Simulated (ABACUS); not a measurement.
Write the native input for ABACUS 3.10.1 that does the following.

```
Task                                          : single point
Functional                                    : PBE
Potentials or basis                           : PseudoDojo NC SR 0.4.1 PBE standard
Cutoff                                        : 1102 eV
Density cutoff                                : 4408 eV
Basis                                         : plane waves
k mesh                                        : 8 × 8 × 8
Occupations                                   : fermi-dirac, width 0.05 eV
Spin                                          : no spin polarisation
Radial cutoff of the potentials (pseudo_rcut) : 7 bohr
SCF threshold on the density                  : 1e-08
Max SCF steps                                 : 100
Eigensolver                                   : dav
Mixing                                        : broyden
Mixing share                                  : 0.7
Symmetry key                                  : 1
Bands                                         : 12
```

Sb:

```xyz
1
Lattice="-1.6048 1.5483 2.7605 1.5483 -1.6048 2.7605 1.6238 1.6238 -2.7933" Properties=species:S:1:pos:R:3 pbc="T T T"
Sb    0.0000    0.0000    0.0000
```

The cell isn't the ideal one: cell strained by +0.03 along c.

These files were run (other wordings do the same):

INPUT

```
INPUT_PARAMETERS
suffix              Sb
calculation         scf
basis_type          pw
pseudo_dir          ./
symmetry            1
dft_functional      pbe
ecutwfc             81
pseudo_rcut         7
nspin               1
nbands              12
ks_solver           dav
smearing_method     fd
smearing_sigma      0.00367493
scf_thr             1e-08
scf_nmax            100
mixing_type         broyden
mixing_beta         0.7
cal_force           1
cal_stress          1
kpar                4
```

STRU

```
ATOMIC_SPECIES
Sb 121.7600 Sb.upf

LATTICE_CONSTANT
1.8897261246

LATTICE_VECTORS
-1.6047616127 1.5483187535 2.7604844693
1.5483187535 -1.6047616127 2.7604844693
1.6238363886 1.6238363886 -2.7932965842

ATOMIC_POSITIONS
Direct

Sb
0.0
1
0.0000000000 0.0000000000 0.0000000000 1 1 1
```

KPT

```
K_POINTS
0
Gamma
8 8 8 0 0 0
```

Potentials or basis: PseudoDojo NC SR 0.4.1 PBE standard, plane waves.

Command:

```console
$ OMP_NUM_THREADS=1 mpirun -np 4 abacus > log
```

It gave:

```
Pressure               : -0.1 GPa
Band gap on the k mesh : none (metal or under the smearing width)
```

Wall time 11 s on 4 MPI ranks on Intel(R) Xeon(R) 6975P-C (Granite Rapids), with other jobs on the host, peak memory 0.32 GiB a rank.
